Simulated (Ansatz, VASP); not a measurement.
Sb: VASP beside Ansatz

INCAR

```
  PREC = Accurate
  ENCUT = 520
  EDIFF = 1E-6
  ISMEAR = -1
  SIGMA = 0.05
  LREAL = False
  LASPH = True
  NELM = 100
  ALGO = Fast
  ISIF = 2
  LWAVE = False
  LCHARG = False
  GGA = PE
  NBANDS = 8
```

The input KPOINTS:

```
Automatic mesh
0
Gamma
  12 12 12
```

The input POSCAR:

```
Sb
1.0
    0.0000000000      2.3050000000      2.3050000000
    2.3050000000      0.0000000000      2.3050000000
    2.3050000000      2.3050000000      0.0000000000
Sb
1
Direct
    0.0000000000      0.0000000000      0.0000000000
```

Input for Ansatz:

```yaml
crystal:
  lattice:
    - [0.0, 2.305, 2.305]
    - [2.305, 0.0, 2.305]
    - [2.305, 2.305, 0.0]
  atoms:
    - { symbol: Sb, position: [0.0, 0.0, 0.0] }
kpoints:
  mp_grid: { grid: [12, 12, 12] }
  band_path:
    path:
      - [0.0, 0.0, 0.0]
      - [0.5, 0.0, 0.5]
      - [0.625, 0.25, 0.625]
      - [0.375, 0.375, 0.75]
      - [0.0, 0.0, 0.0]
      - [0.5, 0.5, 0.5]
      - [0.5, 0.25, 0.75]
      - [0.5, 0.0, 0.5]
    npoints: 8
scf:
  occupations: { method: fermi_dirac, width: 0.05 }
hamiltonian:
  xc: pbe
  pseudopotentials: { kind: all_electron, lapw: { basis_error: 0.001 } }
output:
  forces: true
  stress: true
  eigenvalues: true
  fatbands: true
  populations: true
  dos: { projected: true, de: 0.2, e_range: [-14, 8] }
```

This isn't the form of Sb at room conditions, which is rhombohedral.

Alike in both runs: task single point; functional PBE; k mesh 12 × 12 × 12; occupations fermi-dirac, width 0.05 eV; no spin polarisation.

|  | VASP | Ansatz |
| --- | --- | --- |
| version | VASP 6.6.1 | Ansatz 0.2.0 |
| potentials or method | VASP PAW PBE potentials, release 64 (Sb) | all-electron LAPW, scalar-relativistic |
| plane-wave cutoff (eV) | 520 | see its input |

|  | VASP | Ansatz | Ansatz less VASP |
| --- | --- | --- | --- |
| pressure (GPa) | 8.6 | 8.7 | +0.14 |

Ansatz ran all-electron here, so the differences hold the error of VASP's frozen core and of both bases.

The runs have no spin-orbit coupling, so splittings on Sb are missing.
